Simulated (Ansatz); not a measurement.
Zr:

```
Zr
1.0
     3.23200    0.00000    0.00000
    -1.61600    2.79899    0.00000
     0.00000    0.00000    5.14700
Zr
2
Cartesian
  1.6160 0.9330 3.8603
  0.0000 1.8660 1.2868
```

Program: Ansatz 0.2.0. Alike in all runs: potentials or basis Ansatz PAW; cell as given; cutoff (eV) 420; smearing fermi-dirac 0.05 eV. Hardware: 2 threads of Intel(R) Xeon(R) Processor @ 2.50GHz (Skylake/Cascade Lake), on a shared host.

Order these runs on this cell by their wall time, lowest first.
A. task single point; level PBE0; spin SOC, no magnetisation; k mesh 4 × 4 × 2; mesh quality coarse
B. task band structure; level RPBE; spin off; k mesh 9 × 9 × 5; points for each segment of the path 14; mesh quality not flagged
C. task band structure; level HSE03; spin off; k mesh 5 × 5 × 3; points for each segment of the path 4; mesh quality coarse
D. task band structure; level PBEsol; spin SOC, no magnetisation; k mesh 7 × 7 × 4; points for each segment of the path 14; mesh quality not flagged

B (3.7 s), D (29 s), A (140 s), C (280 s).

Caveats: some runs use coarse meshes.

Runs at the PBE level aren't shown here.
